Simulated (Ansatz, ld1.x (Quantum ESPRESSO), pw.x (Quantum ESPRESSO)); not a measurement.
## titanium: does the TM potential hold in the solid?

```
Element                 : Ti
Generator               : ld1.x (Quantum ESPRESSO) 7.5
Type                    : norm-conserving Troullier–Martins (Kleinman–Bylander form)
Functional              : PBE
Relativity              : scalar-relativistic
Frozen core             : [Ar]
Valence charge          : 4
Reference configuration : 3d2 4s1.5 4p0.5
Partial waves           : 4s (bound): rc 2.55 bohr; 3d (bound): rc 2.50 bohr; 4p (bound): rc 2.95 bohr
Local potential         : the p channel
Core correction         : Bessel-smoothed model core inside 0.92 bohr
```

Crystal test: fcc Ti in pw.x 7.5, no spin, 14³ k-points, Fermi–Dirac smearing 0.01 Ry, cutoffs 55/220 Ry. The reference is all-electron LAPW (Ansatz 0.2.0) with the same functional, mesh and smearing; V0 and B0 come from Birch–Murnaghan fits to the pressures at five volumes. Errors are pseudo minus all-electron; Δ is the rms difference of the E(V) curves that follow from these fits, minima aligned, over ±6 % about the mean V0. Mesh and smearing are coarse, so the numbers serve the comparison and aren't converged zero-temperature values; the lattice is a test structure that the element need not adopt.

| V (Å³/atom) | P all-electron (GPa) | P pseudo (GPa) |
| --- | --- | --- |
| 16.608 | 5.83 | 20.03 |
| 17.045 | 2.70 | 15.41 |
| 17.482 | -0.10 | 11.29 |
| 17.919 | -2.60 | 7.62 |
| 18.356 | -4.83 | 4.35 |

All-electron: a0 = 4.119 Å (V0 = 17.47 Å³/atom), B0 = 106.1 GPa.

Pseudopotential: mean pressure error (GPa): +11.54. The pressure does not cross zero within the volumes sampled, so no fit is given. The largest radius (2.95 bohr) exceeds half the bond length (2.75 bohr), so the spheres overlap, which is one possible source of error among others. This is a poor potential for the solid. Note: ghost state, extra bound levels that the all-electron valence spectrum of the same l lacks: s at -4.1 eV. A true bound ghost makes a file unfit for plane-wave use. Atomic configuration tests: 3 of 7 tests not solved or not reliable. The logarithmic derivative shows an extra or strongly shifted pseudo pole above the reference energy (s near -0.31 Ry).

**Question.** At the middle volume, how do free energy and pressure move when the wave cutoff is lowered (ecutrho kept at four times it)?

**Answer.**

```
cutoff (Ry)  shift of F (meV/atom)  shift of P (GPa)
         25                +2521.7            -82.83
         33                 +353.9            -19.82
         44                   +7.1             -0.80
```

The run at the middle volume (104 k-points, 7 iterations) took about 6.5 s on one core of a shared host (Neoverse-V1, 32 threads, 247 GiB, load 51).
